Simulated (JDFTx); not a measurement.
Here is a JDFTx 1.7.0 (patched build) calculation.

bands.in

```
lattice \
    4.8236215721     0.0000000000     0.0000000000 \
    0.0000000000     4.8236215721     0.0000000000 \
    0.0000000000     0.0000000000     4.8236215721
coords-type Cartesian
ion Cu     0.0000000000     0.0000000000     0.0000000000 1
ion O      2.4118107861     2.4118107861     2.4118107861 1

ion-species pseudo/Cu.upf
ion-species pseudo/O.upf
elec-cutoff 46 368
elec-ex-corr gga-PBE
elec-smearing Fermi 0.0018374661
elec-n-bands 19
add-U Cu d 0.110248
electronic-minimize nIterations 30 energyDiffThreshold 1e-06
davidson-band-ratio 1.3
forces-output-coords Cartesian
include path.kpoints
symmetries none
fix-electron-density run.$VAR

dump-name bands.$VAR
dump End Ecomponents EigStats BandEigs Kpoints Forces
```

File path.kpoints:

```
kpoint +0.0000000000 +0.0000000000 +0.0000000000 0.020000000000
kpoint +0.0000000000 +0.0833333333 +0.0000000000 0.020000000000
kpoint +0.0000000000 +0.1666666667 +0.0000000000 0.020000000000
kpoint +0.0000000000 +0.2500000000 +0.0000000000 0.020000000000
kpoint +0.0000000000 +0.3333333333 +0.0000000000 0.020000000000
kpoint +0.0000000000 +0.4166666667 +0.0000000000 0.020000000000
kpoint +0.0000000000 +0.5000000000 +0.0000000000 0.020000000000
kpoint +0.0833333333 +0.5000000000 +0.0000000000 0.020000000000
kpoint +0.1666666667 +0.5000000000 +0.0000000000 0.020000000000
kpoint +0.2500000000 +0.5000000000 +0.0000000000 0.020000000000
kpoint +0.3333333333 +0.5000000000 +0.0000000000 0.020000000000
kpoint +0.4166666667 +0.5000000000 +0.0000000000 0.020000000000
kpoint +0.5000000000 +0.5000000000 +0.0000000000 0.020000000000
kpoint +0.4444444444 +0.4444444444 +0.0000000000 0.020000000000
kpoint +0.3888888889 +0.3888888889 +0.0000000000 0.020000000000
kpoint +0.3333333333 +0.3333333333 +0.0000000000 0.020000000000
kpoint +0.2777777778 +0.2777777778 +0.0000000000 0.020000000000
kpoint +0.2222222222 +0.2222222222 +0.0000000000 0.020000000000
kpoint +0.1666666667 +0.1666666667 +0.0000000000 0.020000000000
kpoint +0.1111111111 +0.1111111111 +0.0000000000 0.020000000000
kpoint +0.0555555556 +0.0555555556 +0.0000000000 0.020000000000
kpoint +0.0000000000 +0.0000000000 +0.0000000000 0.020000000000
kpoint +0.0454545455 +0.0454545455 +0.0454545455 0.020000000000
kpoint +0.0909090909 +0.0909090909 +0.0909090909 0.020000000000
kpoint +0.1363636364 +0.1363636364 +0.1363636364 0.020000000000
kpoint +0.1818181818 +0.1818181818 +0.1818181818 0.020000000000
kpoint +0.2272727273 +0.2272727273 +0.2272727273 0.020000000000
kpoint +0.2727272727 +0.2727272727 +0.2727272727 0.020000000000
kpoint +0.3181818182 +0.3181818182 +0.3181818182 0.020000000000
kpoint +0.3636363636 +0.3636363636 +0.3636363636 0.020000000000
kpoint +0.4090909091 +0.4090909091 +0.4090909091 0.020000000000
kpoint +0.4545454545 +0.4545454545 +0.4545454545 0.020000000000
kpoint +0.5000000000 +0.5000000000 +0.5000000000 0.020000000000
kpoint +0.4500000000 +0.5000000000 +0.4500000000 0.020000000000
kpoint +0.4000000000 +0.5000000000 +0.4000000000 0.020000000000
kpoint +0.3500000000 +0.5000000000 +0.3500000000 0.020000000000
kpoint +0.3000000000 +0.5000000000 +0.3000000000 0.020000000000
kpoint +0.2500000000 +0.5000000000 +0.2500000000 0.020000000000
kpoint +0.2000000000 +0.5000000000 +0.2000000000 0.020000000000
kpoint +0.1500000000 +0.5000000000 +0.1500000000 0.020000000000
kpoint +0.1000000000 +0.5000000000 +0.1000000000 0.020000000000
kpoint +0.0500000000 +0.5000000000 +0.0500000000 0.020000000000
kpoint +0.0000000000 +0.5000000000 +0.0000000000 0.020000000000
kpoint +0.5000000000 +0.5000000000 +0.0000000000 0.020000000000
kpoint +0.5000000000 +0.5000000000 +0.0833333333 0.020000000000
kpoint +0.5000000000 +0.5000000000 +0.1666666667 0.020000000000
kpoint +0.5000000000 +0.5000000000 +0.2500000000 0.020000000000
kpoint +0.5000000000 +0.5000000000 +0.3333333333 0.020000000000
kpoint +0.5000000000 +0.5000000000 +0.4166666667 0.020000000000
kpoint +0.5000000000 +0.5000000000 +0.5000000000 0.020000000000
```

Potentials or basis: PseudoDojo-SR-PBE-0.5-standard with smoothed tails.

Command:

```sh
$ jdftx -c 1 -i bands.in -o bands.out
```

Task: Predict the band gap along the path.

Result: None (metal or under the smearing width).

Levels at the corners of the path, in eV from the Fermi level:
| point | band 9 | band 10 | band 11 | band 12 | band 13 | band 14 | band 15 |
| --- | --- | --- | --- | --- | --- | --- | --- |
| Γ | -2.17 | -2.17 | -1.96 | -1.96 | -1.96 | 1.61 | 16.61 |
| X | -4.20 | -2.09 | -1.53 | 0.48 | 0.48 | 7.30 | 8.97 |
| M | -2.79 | -2.78 | -2.78 | -1.73 | -0.93 | 6.04 | 12.39 |
| Γ | -2.17 | -2.17 | -1.96 | -1.96 | -1.96 | 1.61 | 16.61 |
| R | -1.69 | -1.69 | 0.38 | 0.38 | 0.38 | 7.50 | 7.50 |
| X | -4.20 | -2.09 | -1.53 | 0.48 | 0.48 | 7.30 | 8.97 |
| M | -2.79 | -2.78 | -2.78 | -1.73 | -0.93 | 6.04 | 12.39 |
| R | -1.69 | -1.69 | 0.38 | 0.38 | 0.38 | 7.50 | 7.50 |

Caveat: an odd number of electrons without spin polarisation forces a metal; a magnetic or distorted state may lie lower; the run has no spin polarisation, though such a crystal can be magnetic; U without spin polarisation on a metal has little footing.
